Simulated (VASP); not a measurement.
A run of VASP 6.6.1 is set up as follows.

INCAR

```
SYSTEM = Ti
PREC = Accurate ; ENCUT = 520
EDIFF = 1E-6 ; ISMEAR = 0
SIGMA = 0.1 ; LREAL = .FALSE.
LASPH = .TRUE. ; NELM = 100
ALGO = Normal ; ISIF = 2
LWAVE = .FALSE. ; LCHARG = .TRUE.
GGA = PE ; LELF = .TRUE.
LVHAR = .TRUE. ; LVACPOTAV = .TRUE.
```

Contents of KPOINTS:

```
Automatic mesh
0
G
  14 14 1
  0 0 0
```

File POSCAR:

```
Ti
1.0
    2.9510000000      0.0000000000      0.0000000000
    1.4755000000      2.5556409666      0.0000000000
    0.0000000000      0.0000000000     32.7360000000
Ti
9
Direct
    0.0000000000      0.0000000000      0.2138318671
    0.6666666667      0.6666666667      0.2853739003
    0.0000000000      0.0000000000      0.3569159335
    0.6666666667      0.6666666667      0.4284579668
    0.0000000000      0.0000000000      0.5000000000
    0.6666666667      0.6666666667      0.5715420332
    0.0000000000      0.0000000000      0.6430840665
    0.6666666667      0.6666666667      0.7146260997
    0.0000000000      0.0000000000      0.7861681329
```

Potentials or basis: VASP PAW PBE potentials, release 64 (Ti_sv).

Command:

```bash
$ cat potpaw_PBE.64/Ti_sv/POTCAR > POTCAR
$ mpirun -np 1 vasp_std > vasp.out
```

Predict the largest force.

0.629 eV/Å.

Estimate the band gap on the k mesh.

none (metal or under the smearing width).

Forces on the atoms (eV/Å):
```
Ti   0.000  0.000  0.629
Ti   0.000  0.000 -0.616
Ti   0.000  0.000  0.090
Ti   0.000  0.000  0.005
Ti   0.000  0.000  0.000
Ti   0.000  0.000 -0.005
Ti   0.000  0.000 -0.090
Ti   0.000  0.000  0.616
Ti   0.000  0.000 -0.629
```
